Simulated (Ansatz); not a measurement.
# Relaxing an invented BaZrO3 structure

The calculation used Ansatz 0.2.0, DFT PBE, scalar-relativistic, plane waves, PAW. Cutoff 420 eV, Gaussian smearing, Γ-centred meshes. Cell and atoms relax first on a coarse mesh and then on a finer one. In between, the cell is made exact in the group found at 0.06 Å. In metals the finer mesh still leaves noise of several meV/atom or more. The steps can't lower the symmetry of their start. Collinear spin is switched on along the way, since trial moments persisted in a coarse test.

Recipe of this trial structure of BaZrO3: random cell by space group and Wyckoff sites (P4/mmm, No. 123). Lengths were set from tabulated atomic sizes, so they are only a guess.

```cif
data_structure
_symmetry_space_group_name_H-M 'P 1'
_symmetry_Int_Tables_number 1
_cell_length_a 4.4012
_cell_length_b 4.4012
_cell_length_c 5.0674
_cell_angle_alpha 90.000
_cell_angle_beta 90.000
_cell_angle_gamma 90.000
_cell_volume 98.16
loop_
_atom_site_label
_atom_site_type_symbol
_atom_site_fract_x
_atom_site_fract_y
_atom_site_fract_z
_atom_site_occupancy
Ba1 Ba 0.00000 0.00000 0.00000 1
Zr1 Zr 0.50000 0.50000 0.00000 1
O1 O 0.00000 0.00000 0.50000 1
O2 O 0.50000 0.50000 0.69657 1
O3 O 0.50000 0.50000 0.30343 1
```

Energies over the elements count from the elements' standard structures at the same level (O₂ as a molecule), with no fitted energy shifts.

Question: What does it relax into?

Answer: The symmetry stays P4/mmm (No. 123). The volume per atom grows by 91.8 %, from 19.6 to 37.7 Å³. The shortest distance goes from 1.54 Å (Zr–O) to 1.33 Å (O–O). The ratio c/a of the conventional cell changes by a factor of 0.72. The energy falls by about 1.4 eV/atom (the start's value is from the coarse mesh). Conventional cell: a = 6.099 Å, c = 5.061 Å. Ba is surrounded by 2 O at 2.53 Å; around Zr lie 2 O at 1.87 Å; O on a site of symmetry 4/mmm has 2 Ba at 2.53 Å; around O on a site of symmetry 4mm lie 1 O at 1.33 Å and 1 Zr at 1.87 Å.

```cif
data_structure
_symmetry_space_group_name_H-M 'P4/mmm'
_symmetry_Int_Tables_number 123
_cell_length_a 6.0993
_cell_length_b 6.0993
_cell_length_c 5.0607
_cell_angle_alpha 90.000
_cell_angle_beta 90.000
_cell_angle_gamma 90.000
_cell_volume 188.27
loop_
_atom_site_label
_atom_site_type_symbol
_atom_site_symmetry_multiplicity
_atom_site_Wyckoff_symbol
_atom_site_fract_x
_atom_site_fract_y
_atom_site_fract_z
_atom_site_occupancy
Ba1 Ba 1 a 0.00000 0.00000 0.00000 1
Zr1 Zr 1 c 0.50000 0.50000 0.00000 1
O1 O 1 b 0.00000 0.00000 0.50000 1
O2 O 2 h 0.50000 0.50000 0.63102 1
```

Question: How does it come out in energy, and is it a metal?

Answer: The energy over the elements is −0.61 eV/atom and the gap on the 6×6×8 mesh of the 5-atom cell is 0 eV (a metal). The net moment per atom is 0.17 μB and the moment by site is Zr 0.1; O 0.4 μB.

The last run used collinear spin and Gaussian smearing of 0.10 eV. Another magnetic order may lie lower. A structure relaxed within its symmetry needn't be a true minimum. In all, the 4 runs took 9.9 min on 1 thread of Arm Neoverse V1 (shared host). Another cell of BaZrO3 relaxed alike but without spin, in I4/mcm (a Materials Project cell), lies 2.68 eV/atom lower, so this cell isn't the stable form at this level. Site moments count only spheres around the atoms; the net moment includes the space between them.
